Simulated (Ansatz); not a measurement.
## SiO$_{2}$: consecutive steps of a trajectory

The calculation used Ansatz, DFT PBE, scalar-relativistic, plane waves, PAW. The runs took a 420 eV cutoff, a shifted (0.5, 0.5, 0.0 steps) 2×2×1 mesh and Fermi–Dirac smearing (0.1 eV). The mesh is coarse. No spin polarisation.

24 atoms, starting at 1.06 times the perfect crystal's volume (space group P-4c2, not the usual structure); Langevin thermostat at 1200 K (friction 0.02 fs⁻¹), fixed cell; 300 steps of 2 fs. The run is short and not equilibrated.

Positions in Å, velocities in 0.01 Å/fs, forces in eV/Å; dE is the potential energy from the first frame shown.

```xyz
24
Lattice="6.7091 0.0000 0.0000 0.0000 6.7091 0.0000 0.0000 0.0000 8.3762" Properties=species:S:1:pos:R:3:v100:R:3:forces:R:3 pbc="T T T" time_fs=200.00 dE_eV=0.0000 T_K=1520
Si    3.0379    5.8109    3.6584   -0.2428   -0.3065   -0.5419   -1.2487   -2.9380   -1.1957
Si    3.8333    5.8016    7.6691   -0.2250   -0.9245    1.0085   -2.1636   -3.3557    0.4715
Si    5.0007    4.1510    5.0437    0.1747   -0.1001    0.2688    2.4728    1.9366    3.3027
Si    1.6259    3.7419    5.2604   -0.4077   -0.6413    1.7614   -1.6432   -1.0208    0.7949
Si    5.2411    3.7128    0.8908    0.2297   -0.9126   -0.3966    0.1093   -1.5058    3.1866
Si    3.2659    2.2248    7.8516    0.0800   -0.3886   -0.1055   -1.3985   -1.3369   -0.3532
Si    1.7417    4.1758    0.9474   -0.3654   -0.1489    0.3995   -0.8164    0.8000    0.4214
Si    3.4453    2.3921    3.5108   -0.7411    0.2611   -0.4022    3.1214   -3.0726   -0.4727
O     4.4991    5.1479    6.3616   -2.4802   -0.5865   -0.9029    0.7554   -1.2113   -1.0482
O     4.4329    2.6839    4.8726   -0.0035   -0.0443    1.4407   -1.0190   -1.4109   -1.2656
O     4.7269    5.1629    0.5275   -0.3901    0.2689   -0.5665   -0.7249    1.9644   -0.1032
O     3.4158    0.5792    7.4627   -0.3060    1.5375   -0.1643   -0.0241    3.4521    0.6402
O     4.8746    2.5678    8.2076   -0.2642    0.1281    0.7168   -1.1977   -0.2051   -2.2588
O     4.1786    2.8153    2.1023   -0.2549   -0.3207   -0.1716    1.8065    1.1083    1.1020
O     1.9940    2.8397    3.9043   -0.8501    0.8429   -0.5311   -2.0309    0.8856    1.1595
O     2.1813    5.2445    5.0152    0.3376   -1.8757   -0.0533    0.4556    0.9750   -1.1010
O     2.2510    5.1276    8.0414    0.9059   -0.1951   -0.3710    0.5127   -0.4837    0.5807
O     2.2884    4.9249    2.2880   -0.5522   -0.6685   -0.4786    0.9471    2.0002    1.9177
O     2.4224    2.8718    6.5711    0.4555    0.6538   -0.5753   -1.0216    0.9306   -1.4026
O     0.0909    3.9436    1.2494    0.8658   -1.8079    0.6120    0.4657   -0.0909   -0.4557
O     3.2871    0.6483    3.5588   -1.4224    0.3120   -0.7211   -0.0032    1.9176   -0.5336
O     4.4783    5.0201    3.8308    2.1207    2.2935    1.0806   -0.1793    1.2883   -1.7804
O     2.1860    2.5851    0.7691   -0.3864   -0.2535   -0.1547    1.0223   -0.1095   -2.0205
O    -0.0791    3.9805    5.2306    1.0798    0.7802   -0.7303    1.8026   -0.5172    0.4139
24
Lattice="6.7091 0.0000 0.0000 0.0000 6.7091 0.0000 0.0000 0.0000 8.3762" Properties=species:S:1:pos:R:3:v100:R:3:forces:R:3 pbc="T T T" time_fs=202.00 dE_eV=-0.1159 T_K=1433
Si    3.0356    5.8032    3.6462    0.0235   -0.4605   -0.6622   -0.9817   -2.8462   -0.5962
Si    3.8303    5.7837    7.6887   -0.0913   -0.8068    0.9006   -2.6790   -1.6460   -0.8885
Si    5.0048    4.1530    5.0517    0.2427    0.2972    0.5112    2.5199    1.9318    2.9513
Si    1.6177    3.7284    5.2968   -0.3931   -0.7088    1.8459   -1.1770   -1.0816   -0.0829
Si    5.2466    3.6960    0.8855    0.3306   -0.7350   -0.1164    0.3072   -0.3893    3.6957
Si    3.2693    2.2157    7.8506    0.2426   -0.5008    0.0082   -1.7617   -0.7845   -0.3046
Si    1.7333    4.1748    0.9572   -0.4636    0.0350    0.5571   -0.3413    0.3965   -0.3058
Si    3.4321    2.3942    3.5022   -0.5860   -0.0519   -0.4333    2.7389   -2.9213    0.1369
O     4.4545    5.1319    6.3421   -1.9733   -0.9964   -0.9996    0.8568   -0.8662   -0.2263
O     4.4293    2.6861    4.8961   -0.3605    0.2679    0.8766   -1.1389   -1.3683   -1.8010
O     4.7201    5.1680    0.5181   -0.2381    0.1852   -0.3271    0.2090    0.9600    0.6899
O     3.4107    0.6086    7.4637   -0.1819    1.2654    0.2695    0.4412    1.1874    0.6929
O     4.8705    2.5715    8.2192   -0.1515    0.2206    0.4074   -1.1420   -0.6074   -2.7921
O     4.1753    2.8107    2.0990   -0.0714   -0.1358   -0.1569    1.8868    1.2315    1.1188
O     1.9761    2.8549    3.8984   -0.9053    0.6587   -0.0552   -1.5233    0.6370    1.2062
O     2.1863    5.2078    5.0133    0.1801   -1.7508   -0.1590    0.8155    1.6816   -1.4520
O     2.2685    5.1238    8.0332    0.8132   -0.1918   -0.4215    0.0677   -0.6361    0.9577
O     2.2780    4.9130    2.2790   -0.4708   -0.4970   -0.3923    1.2829    2.3417    2.3463
O     2.4304    2.8820    6.5602    0.3481    0.3410   -0.4807   -0.9421    0.6195   -0.8439
O     0.1117    3.9049    1.2603    1.1410   -2.0518    0.4708   -0.6374    0.0744   -0.6087
O     3.2581    0.6550    3.5413   -1.4799    0.3235   -1.0276   -0.0314    1.4822   -0.5103
O     4.5208    5.0675    3.8472    2.0969    2.4375    0.5502   -0.5826    1.1353   -1.9718
O     2.1820    2.5804    0.7641   -0.0078   -0.2054   -0.3518    1.1189    0.0231   -2.0796
O    -0.0523    3.9948    5.2167    1.5344    0.6457   -0.6450    0.6938   -0.5555    0.6683
24
Lattice="6.7091 0.0000 0.0000 0.0000 6.7091 0.0000 0.0000 0.0000 8.3762" Properties=species:S:1:pos:R:3:v100:R:3:forces:R:3 pbc="T T T" time_fs=204.00 dE_eV=-0.0448 T_K=1367
Si    3.0363    5.7927    3.6345    0.0574   -0.5875   -0.4936   -0.7399   -2.6502   -0.0526
Si    3.8280    5.7680    7.7043   -0.1560   -0.7166    0.6192   -3.0444   -0.4838   -2.0267
Si    5.0106    4.1573    5.0677    0.3294    0.1287    1.0644    2.5139    1.9906    2.0304
Si    1.6119    3.7144    5.3323   -0.1689   -0.6940    1.6750   -0.6189   -0.9785   -0.9270
Si    5.2536    3.6821    0.8860    0.3733   -0.6306    0.1873    0.4027    0.3878    4.0774
Si    3.2703    2.2054    7.8529   -0.1461   -0.4963    0.2302   -1.9111    0.0044   -0.3037
Si    1.7257    4.1779    0.9681   -0.2749    0.2511    0.5103    0.1627   -0.1123   -0.9533
Si    3.4213    2.3898    3.4957   -0.5202   -0.3737   -0.2013    2.1073   -2.6096    0.6212
O     4.4158    5.1139    6.3232   -1.8990   -0.7789   -0.8332    0.9204   -0.4668    0.6411
O     4.4237    2.6896    4.9147   -0.2012    0.0911    0.9602   -1.0811   -1.2033   -2.1531
O     4.7177    5.1736    0.5109    0.0421    0.3282   -0.3496    0.9889    0.1862    1.3411
O     3.4102    0.6351    7.4660    0.1541    1.2739   -0.0460    0.7468   -0.7285    0.6387
O     4.8690    2.5774    8.2270    0.0069    0.3489    0.3492   -1.1589   -0.9418   -3.2296
O     4.1767    2.8104    2.0964    0.2143    0.1154   -0.0997    1.8798    1.2754    1.2215
O     1.9542    2.8667    3.9007   -1.2398    0.4961    0.2762   -0.7320    0.2229    1.0036
O     2.1941    5.1746    5.0073    0.6167   -1.5349   -0.4539    1.1137    2.2349   -1.6814
O     2.2803    5.1187    8.0245    0.3473   -0.3191   -0.4352   -0.2826   -0.6975    1.2732
O     2.2724    4.9055    2.2752   -0.0738   -0.2416    0.0243    1.5036    2.5698    2.5826
O     2.4364    2.8901    6.5510    0.2628    0.4464   -0.4055   -0.7603    0.2461   -0.1935
O     0.1328    3.8622    1.2690    0.9193   -2.2048    0.3904   -1.5573    0.2577   -0.6896
O     3.2303    0.6591    3.5251   -1.2981    0.0670   -0.5981   -0.0383    1.1366   -0.5022
O     4.5630    5.1187    3.8541    2.1205    2.6519    0.1546   -0.7220    0.6163   -1.6622
O     2.1857    2.5765    0.7552    0.3788   -0.1764   -0.5252    1.0753    0.2528   -1.9621
O    -0.0176    4.0050    5.2063    1.8515    0.3751   -0.3811   -0.7685   -0.5092    0.9062
24
Lattice="6.7091 0.0000 0.0000 0.0000 6.7091 0.0000 0.0000 0.0000 8.3762" Properties=species:S:1:pos:R:3:v100:R:3:forces:R:3 pbc="T T T" time_fs=206.00 dE_eV=0.1224 T_K=1307
Si    3.0354    5.7770    3.6251   -0.1392   -0.9688   -0.4306   -0.3105   -2.2306    0.3904
Si    3.8241    5.7543    7.7159   -0.2458   -0.6249    0.5097   -3.2747    0.4170   -2.9471
Si    5.0197    4.1615    5.0920    0.5774    0.2953    1.3128    2.2302    2.0322    0.6517
Si    1.6016    3.6990    5.3641   -0.8276   -0.8280    1.4760    0.2529   -0.5510   -1.7697
Si    5.2613    3.6713    0.8898    0.3845   -0.4305    0.1984    0.2383    0.8301    4.2537
Si    3.2700    2.1983    7.8593    0.1172   -0.1965    0.3940   -1.8670    0.6867   -0.5305
Si    1.7216    4.1838    0.9773   -0.1268    0.3266    0.4014    0.5221   -0.6071   -1.2951
Si    3.4125    2.3813    3.4934   -0.3835   -0.4606   -0.0149    1.4246   -2.2189    0.9627
O     4.3802    5.0984    6.3059   -1.6528   -0.7467   -0.8569    0.9854   -0.1027    1.4400
O     4.4145    2.6896    4.9324   -0.6980   -0.0690    0.8014   -0.8464   -0.8340   -2.3656
O     4.7163    5.1796    0.5039   -0.1365    0.2321   -0.3156    1.6162   -0.4180    1.8592
O     3.4153    0.6588    7.4612    0.3700    1.0016   -0.4299    0.9066   -2.2995    0.5741
O     4.8673    2.5803    8.2324   -0.1760   -0.0665    0.1714   -1.1137   -1.0617   -3.4621
O     4.1818    2.8211    2.0953    0.2913    0.9492    0.0013    1.7585    1.1978    1.4331
O     1.9270    2.8778    3.9066   -1.4260    0.5864    0.2888    0.1673   -0.2902    0.6557
O     2.2088    5.1486    4.9952    0.8585   -1.0590   -0.7532    1.0973    2.3270   -1.6434
O     2.2868    5.1111    8.0139    0.2840   -0.4404   -0.6026   -0.5730   -0.6892    1.5591
O     2.2773    4.9028    2.2778    0.5672   -0.0296    0.2214    1.4460    2.5384    2.3774
O     2.4409    2.8984    6.5408    0.1953    0.3620   -0.5721   -0.5349   -0.1587    0.5252
O     0.1463    3.8206    1.2720    0.4137   -1.9414   -0.0909   -1.8457    0.4737   -0.7092
O     3.2068    0.6603    3.5143   -1.0485    0.0449   -0.4820   -0.0568    0.8732   -0.5244
O     4.6038    5.1702    3.8509    1.9612    2.4468   -0.4313   -0.7478   -0.1510   -0.9837
O     2.1987    2.5718    0.7407    0.9040   -0.2750   -0.9069    0.7836    0.6257   -1.5857
O     0.0153    4.0149    5.1982    1.3489    0.6258   -0.4169   -2.2584   -0.3890    1.1343
24
Lattice="6.7091 0.0000 0.0000 0.0000 6.7091 0.0000 0.0000 0.0000 8.3762" Properties=species:S:1:pos:R:3:v100:R:3:forces:R:3 pbc="T T T" time_fs=208.00 dE_eV=0.3511 T_K=1356
Si    3.0323    5.7568    3.6168   -0.1494   -1.0201   -0.3777    0.3106   -1.5088    0.8238
Si    3.8139    5.7428    7.7242   -0.7622   -0.5096    0.2996   -3.0855    1.0148   -3.5722
Si    5.0319    4.1681    5.1168    0.6265    0.3551    1.1259    1.8141    1.7517   -0.7684
Si    1.5888    3.6809    5.3920   -0.4175   -0.9562    1.2801    1.2376    0.0948   -2.5911
Si    5.2716    3.6630    0.8975    0.6333   -0.3986    0.5582   -0.3413    0.8323    4.0234
Si    3.2673    2.1966    7.8681   -0.3753    0.0383    0.4664   -1.5046    0.8882   -1.0992
Si    1.7195    4.1885    0.9843   -0.0737    0.1328    0.2985    0.7862   -0.9292   -1.2590
Si    3.4052    2.3696    3.4925   -0.3647   -0.6919   -0.0643    0.8501   -1.7802    1.2808
O     4.3494    5.0851    6.2869   -1.4337   -0.5614   -0.9897    0.9673    0.2975    2.3135
O     4.4008    2.6866    4.9461   -0.6501   -0.2011    0.5620   -0.4494   -0.2685   -2.4709
O     4.7180    5.1845    0.5009    0.3205    0.2324    0.0204    1.9235   -0.7807    2.0261
O     3.4222    0.6760    7.4523    0.3161    0.6513   -0.4672    0.9261   -3.3084    0.5597
O     4.8631    2.5773    8.2337   -0.2282   -0.2240   -0.0276   -0.9153   -0.8064   -3.3028
O     4.1892    2.8406    2.0980    0.4419    0.9892    0.2776    1.5977    1.0614    1.5955
O     1.8994    2.8913    3.9160   -1.2814    0.7253    0.6293    0.9596   -0.8435    0.2000
O     2.2296    5.1281    4.9834    1.2063   -1.0022   -0.4211    0.8372    2.1181   -1.4470
O     2.2877    5.1037    8.0028   -0.2046   -0.3003   -0.4951   -0.8734   -0.7260    1.8571
O     2.2894    4.9066    2.2869    0.6190    0.3851    0.6453    1.0743    2.1783    1.6370
O     2.4469    2.9032    6.5277    0.4200    0.1002   -0.6896   -0.3198   -0.5406    1.2879
O     0.1528    3.7770    1.2678    0.2505   -2.4022   -0.3297   -1.4846    0.7327   -0.6530
O     3.1865    0.6641    3.5057   -0.9822    0.3101   -0.3753   -0.1040    0.4612   -0.5539
O     4.6443    5.2203    3.8397    2.0780    2.5256   -0.6532   -0.8601   -0.8469   -0.3122
O     2.2190    2.5658    0.7213    1.0893   -0.2859   -0.9890    0.2013    1.1173   -0.8979
O     0.0416    4.0239    5.1928    1.1961    0.2875   -0.1034   -3.5474   -0.2090    1.3228
24
Lattice="6.7091 0.0000 0.0000 0.0000 6.7091 0.0000 0.0000 0.0000 8.3762" Properties=species:S:1:pos:R:3:v100:R:3:forces:R:3 pbc="T T T" time_fs=210.00 dE_eV=0.6479 T_K=1295
Si    3.0317    5.7374    3.6096    0.1135   -0.8995   -0.3308    0.9452   -0.7203    1.2999
Si    3.7950    5.7331    7.7290   -1.0971   -0.4490    0.1763   -2.3117    1.1997   -3.6062
Si    5.0421    4.1761    5.1394    0.3884    0.4286    1.0866    1.5811    1.2590   -1.9621
Si    1.5830    3.6622    5.4164   -0.1469   -0.8874    1.1313    1.6776    0.8602   -3.4293
Si    5.2842    3.6550    0.9094    0.5944   -0.4138    0.6128   -1.1731    0.5605    3.4556
Si    3.2575    2.1958    7.8759   -0.5730   -0.1268    0.2863   -0.5928    0.6923   -1.9910
Si    1.7205    4.1891    0.9929    0.1747   -0.0829    0.5671    0.8337   -1.0909   -1.0822
Si    3.3978    2.3550    3.4917   -0.3848   -0.7570   -0.0084    0.5473   -1.2891    1.5613
O     4.3206    5.0711    6.2699   -1.4459   -0.8134   -0.6525    0.8699    0.7114    3.1600
O     4.3882    2.6812    4.9539   -0.5831   -0.3007    0.2201   -0.0654    0.2819   -2.5264
O     4.7276    5.1867    0.5040    0.6274   -0.0142    0.2692    1.7024   -0.7973    1.6522
O     3.4298    0.6826    7.4465    0.4397   -0.0149   -0.1063    0.8142   -3.7254    0.5755
O     4.8567    2.5729    8.2301   -0.4019   -0.1915   -0.3077   -0.7489   -0.3869   -2.9081
O     4.2020    2.8611    2.1051    0.8154    1.0492    0.4474    1.3532    0.8973    1.7013
O     1.8768    2.9060    3.9294   -0.9439    0.7140    0.6753    1.5387   -1.3770   -0.3248
O     2.2542    5.1113    4.9744    1.2332   -0.6994   -0.4577    0.5132    1.8939   -1.2408
O     2.2806    5.0989    7.9949   -0.5304   -0.1916   -0.2735   -1.1348   -0.8364    2.1451
O     2.2988    4.9153    2.3014    0.2870    0.4522    0.7402    0.5971    1.6430    0.6559
O     2.4550    2.9052    6.5109    0.4073    0.0655   -0.9293   -0.0069   -0.9973    2.1899
O     0.1561    3.7284    1.2606    0.1298   -2.4485   -0.3810   -0.7087    1.0131   -0.5367
O     3.1670    0.6707    3.4970   -0.9784    0.3161   -0.4981   -0.1565   -0.0112   -0.5833
O     4.6838    5.2707    3.8269    1.8571    2.4859   -0.5954   -1.0702   -1.3876    0.2094
O     2.2406    2.5597    0.6983    1.0219   -0.2964   -1.2463   -0.6188    1.6341    0.1183
O     0.0608    4.0300    5.1953    0.6761    0.3288    0.3595   -4.3858   -0.0268    1.4663
```

**Question.** What is the next frame? The thermostat's random kicks make it one of many possible.

**Answer.**
```xyz
24
Lattice="6.7091 0.0000 0.0000 0.0000 6.7091 0.0000 0.0000 0.0000 8.3762" Properties=species:S:1:pos:R:3:v100:R:3:forces:R:3 pbc="T T T" time_fs=212.00 dE_eV=0.9751 T_K=1182
Si    3.0350    5.7189    3.6004    0.2339   -0.9253   -0.5658    1.4294   -0.0650    1.8252
Si    3.7710    5.7256    7.7285   -1.2746   -0.3052   -0.2092   -1.3457    1.1289   -3.1784
Si    5.0530    4.1856    5.1597    0.6927    0.5105    0.9197    1.3711    0.7917   -2.8352
Si    1.5819    3.6450    5.4369    0.0222   -0.8022    0.8924    1.3799    1.8663   -4.4278
Si    5.2937    3.6483    0.9232    0.3331   -0.2622    0.7410   -1.9292    0.2766    2.7699
Si    3.2476    2.1966    7.8818   -0.3742    0.1881    0.2700    0.5050    0.2460   -3.0413
Si    1.7231    4.1880    1.0019    0.0830   -0.0332    0.3396    0.6551   -1.1894   -0.9499
Si    3.3926    2.3392    3.4919   -0.1401   -0.8015    0.0356    0.3849   -0.8073    1.7727
O     4.2908    5.0523    6.2637   -1.5420   -1.0451    0.0616    0.8360    1.0055    3.6236
O     4.3768    2.6787    4.9563   -0.5405    0.0710    0.0106    0.2483    0.6688   -2.5236
O     4.7400    5.1884    0.5079    0.5788    0.1975    0.0925    1.2324   -0.6918    1.0998
O     3.4408    0.6801    7.4509    0.6412   -0.2258    0.5377    0.5867   -3.6406    0.5701
O     4.8517    2.5682    8.2216   -0.0972   -0.2501   -0.5094   -0.6371    0.0626   -2.4090
O     4.2214    2.8848    2.1177    1.1128    1.3113    0.8153    1.0237    0.6695    1.7514
O     1.8595    2.9215    3.9447   -0.7604    0.8075    0.8275    1.9445   -1.8891   -0.8750
O     2.2756    5.1008    4.9667    0.8929   -0.3606   -0.3100    0.2134    1.6822   -1.0792
O     2.2668    5.0930    7.9904   -0.8562   -0.3985   -0.1580   -1.3031   -0.9108    2.3564
O     2.3049    4.9243    2.3141    0.2945    0.4199    0.4774    0.1647    1.1126   -0.2486
O     2.4575    2.9106    6.4928   -0.1185    0.4321   -0.8140    0.5862   -1.6994    3.3649
O     0.1577    3.6797    1.2530    0.0792   -2.4004   -0.3715    0.1235    1.2833   -0.4128
O     3.1445    0.6726    3.4847   -1.2648   -0.1368   -0.7310   -0.1504   -0.2341   -0.6056
O     4.7174    5.3145    3.8128    1.4906    1.8704   -0.7852   -1.2804   -1.7644    0.6406
O     2.2599    2.5590    0.6774    0.8506    0.2467   -0.7770   -1.4428    2.0404    1.2181
O     0.0698    4.0399    5.2035    0.2060    0.6649    0.4670   -4.5963    0.0573    1.5935
```

Cost: 1 run of about 39 core-minutes (earlier runs that led there not counted), on Arm Neoverse V1 (shared hosts).